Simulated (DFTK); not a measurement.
Runs of DFTK 0.8.2 on Bi. It takes space group R-3m (No. 166, trigonal). The conventional cell has a = 4.535 Å, b = 4.535 Å, c = 11.814 Å, α = 90.00°, β = 90.00°, γ = 120.00°. Around Bi (site symmetry 3m) lie 6 Bi at 3.06 to 3.52 Å. 

```tsv
task	level	potentials or basis	k mesh	cutoff (eV)	valence electrons	mesh quality	pressure (GPa)	V0 of scaled cells (Å³/atom)	B0 (GPa)	largest force (eV/Å)
equation of state	AM05	cp2k.nc.sr.pbe.v0_1.largecore.gth (PBE, GTH, large core)	5 × 5 × 5	735	Bi 5	not flagged	-	(d)	47	-
band structure	LDA	cp2k.nc.sr.lda.v0_1.largecore.gth (LDA, GTH)	7 × 7 × 7	735	Bi 5	not flagged	(a)	-	-	0.07
single point	PBEsol	dojo.nc.sr.pbesol.v0_4_1.standard.upf (PBEsol)	7 × 7 × 7	1007	Bi 15	not flagged	-0.3	-	-	0.15
equation of state	PBEsol	cp2k.nc.sr.pbe.v0_1.semicore.gth (PBE, GTH)	4 × 4 × 4	1442	Bi 15	coarse	-	34.92	(b)	-
equation of state	LDA	dojo.nc.sr.lda.v0_4_1.stringent.upf (LDA)	4 × 4 × 4	980	Bi 23	coarse	-	33.85	54	-
equation of state	r2SCAN	cp2k.nc.sr.pbe.v0_1.largecore.gth (PBE, GTH, large core)	4 × 4 × 4	952	Bi 5	coarse	-	36.35	(c)	-
```

Alike in all rows: no spin polarisation; cell as given; smearing fermi-dirac 0.05 eV.

Task: Estimate the missing entries.

Result: (a) -1.9; (b) 50; (c) 46; (d) 35.71.

Caveats: some runs use coarse meshes; GTH potentials come without recommended cutoffs, and this one wasn't checked for convergence (some runs); the cell was scaled at fixed shape and fractional positions, which overstates the stiffness of a crystal with free parameters, most of all of layers and chains (some runs); the potentials were made for another functional, which shifts forces and pressure (some runs); this set keeps more shells in the core, which shifts pressures and gaps (some runs).

Not every run made on this cell is shown here.
